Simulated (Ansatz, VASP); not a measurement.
Ta: VASP beside Ansatz

File INCAR:

```
SYSTEM = Ta
ALGO = Normal
EDIFF = 1E-7
ENCUT = 520
GGA = CA
ISIF = 2
ISMEAR = 0
LASPH = .True.
LCHARG = .False.
LREAL = .False.
LWAVE = .False.
NBANDS = 12
NELM = 100
PREC = Accurate
SIGMA = 0.15
```

The input KPOINTS:

```
k-points
0
Gamma
  22 22 22
  0 0 0
```

The input POSCAR:

```
Ta
1.0
   -0.8737478697      1.7474957394      1.7474957394
    1.7474957394     -0.8737478697      1.7474957394
    1.7474957394      1.7474957394     -0.8737478697
Ta
1
Direct
    0.0000000000      0.0000000000      0.0000000000
```

Input for Ansatz:

```yaml
crystal:
  lattice:
    - [-0.8737478697, 1.7474957394, 1.7474957394]
    - [1.7474957394, -0.8737478697, 1.7474957394]
    - [1.7474957394, 1.7474957394, -0.8737478697]
  atoms:
    - { symbol: Ta, position: [0.0, 0.0, 0.0] }
basis:
  ecutwfc: 420
kpoints:
  mp_grid: { grid: [22, 22, 22] }
hamiltonian:
  xc: lda
scf:
  occupations: { method: gaussian, width: 0.15 }
output:
  forces: true
  stress: true
  eigenvalues: true
```

Alike in both runs: task single point; functional LDA; k mesh 22 × 22 × 22; occupations gaussian, width 0.15 eV; no spin polarisation.

|  | VASP | Ansatz |
| --- | --- | --- |
| version | VASP 6.6.1 | Ansatz 0.2.0 |
| potentials or method | VASP PAW LDA potentials, release 64 (Ta_pv) | scalar-relativistic, plane waves, PAW |
| plane-wave cutoff (eV) | 520 | 420 |
| valence electrons in the cell | 11 | 13 |

Ansatz gave:

```
gap on the k mesh at the Fermi level (eV) : none
pressure (GPa)                            : 13.5
```

Problem. Which values does VASP return?

Solution. gap on the k mesh at the Fermi level (eV): none; pressure (GPa): 14.4.

A gap of «none» marks a metal or a gap that the smearing closes. The two sets of potentials don't hold the same shells in valence.

Spin-orbit coupling is left out, which matters for the levels of Ta.
